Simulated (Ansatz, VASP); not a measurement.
## Sc: VASP beside Ansatz

```xyz
2
Lattice="3.3571 0.0000 0.0000 -1.6785 2.9073 0.0000 0.0000 0.0000 5.2870" Properties=species:S:1:pos:R:3 pbc="T T T"
Sc    0.0000    1.9382    1.3218
Sc    1.6785    0.9691    3.9653
```

Alike in both runs: functional RPBE; k mesh 12 × 12 × 8; occupations fermi-dirac, width 0.15 eV; no spin polarisation.

Ansatz relaxed the structure, and its values are those at the end. VASP's run is a single point on that final structure, the one shown.

```csv
,VASP,Ansatz
version,VASP 6.6.1,Ansatz 0.2.0
potentials or method,"VASP PAW PBE potentials, release 64 (Sc_sv)","scalar-relativistic, plane waves, PAW"
plane-wave cutoff (eV),520,420
valence electrons in the cell,22,22
```

|  | VASP | Ansatz | Ansatz less VASP |
| --- | --- | --- | --- |
| gap on the k mesh at the Fermi level (eV) | none | none | - |
| pressure (GPa) | 0.0 | 0.0 | -0.03 |

A gap of «none» marks a metal or a gap that the smearing closes. With one functional, cell and mesh, what is left measures potentials, basis and numerics.

Caveats: the PAW data sets were made with another functional, which shifts forces and pressure a little (VASP).
